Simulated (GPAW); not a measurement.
Here is a GPAW 26.7.0 calculation.

Contents of run.py:

```python
from ase.dft.bandgap import bandgap
from ase.io import read, write
from ase.units import GPa
from gpaw import GPAW, PW

atoms = read('V.xyz')
atoms.set_initial_magnetic_moments([3.0])

calc = GPAW(mode=PW(450),
            xc='PBE',
            kpts={'size': (8, 8, 9), 'gamma': True},
            occupations={'name': 'fermi-dirac', 'width': 0.05},
            nbands=15,
            maxiter=120,
            txt='gpaw.txt')
atoms.calc = calc
energy = atoms.get_potential_energy()
forces = atoms.get_forces()
stress = atoms.get_stress()
calc.write('gs.gpw')
write('result.traj', atoms)
print(f'Energy: {energy:.6f} eV')
print('Forces (eV/A):')
print(forces.round(4))
print('Stress (GPa):', (stress / GPa).round(3))
print('Moments:', calc.get_magnetic_moments().round(3))
print('Fermi level:', round(calc.get_fermi_level(), 4), 'eV')
print(f'Gap: {bandgap(calc)[0]:.4f} eV, direct: {bandgap(calc, direct=True)[0]:.4f} eV')
```

File V.xyz:

```xyz
1
Lattice="-1.3777151500 1.6411906100 1.6479345300 1.5049757200 -1.4912590400 1.6252635300 1.2725458600 1.3860897500 -1.4980029600" Properties=species:S:1:pos:R:3 pbc="T T T"
V      0.0000000000      0.0000000000      0.0000000000
```

Potentials or basis: GPAW PAW data sets (gpaw-data 1.2.1), pw.

The run is started by

```sh
$ OMP_NUM_THREADS=1 python run.py
```

Question: Estimate the pressure.

Answer: -0.5 GPa.

Question: Predict the net moment.

Answer: 0.00 μB per cell.

Stress tensor (GPa, compression positive):
```
 9.49 -0.11 -0.93
-0.11 -1.87 -3.55
-0.93 -3.55 -9.14
```

Caveat: the cutoff is short for stress and forces, so pressures can be off by a GPa or more.
